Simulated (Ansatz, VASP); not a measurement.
As in VASP and in Ansatz

```xyz
1
Lattice="2.9740 0.0000 0.0000 0.0000 2.9740 0.0000 0.0000 0.0000 2.7037" Properties=species:S:1:pos:R:3 pbc="T T T"
As    1.4870    1.4870    1.3518
```

Change from the starting cell: strain +0.1000 x Voigt [1, 1, 0, 0, 0, 0], atoms carried along.

Alike in both runs: task single point; functional PBE; k mesh 18 × 18 × 18; occupations gaussian, width 0.15 eV; no spin polarisation.

|  | VASP | Ansatz |
| --- | --- | --- |
| version | VASP 6.6.1 | Ansatz 0.2.0 |
| potentials or method | VASP PAW PBE potentials, release 64 (As) | scalar-relativistic, plane waves, PAW |
| plane-wave cutoff (eV) | 520 | 420 |
| valence electrons in the cell | 5 | 15 |

Ansatz gave:

| Quantity | Value |
| --- | --- |
| gap on the k mesh at the Fermi level (eV) | none |
| pressure (GPa) | -7.8 |
| largest component of the traceless stress (GPa) | 6.61 |

Problem. Estimate VASP's values.

Solution. gap on the k mesh at the Fermi level (eV): none; pressure (GPa): -7.8; largest component of the traceless stress (GPa): 6.65.

A gap of «none» marks a metal or a gap that the smearing closes. The functional is the same, so the differences come from potentials, cutoffs and numerics. The two sets of potentials don't hold the same shells in valence.
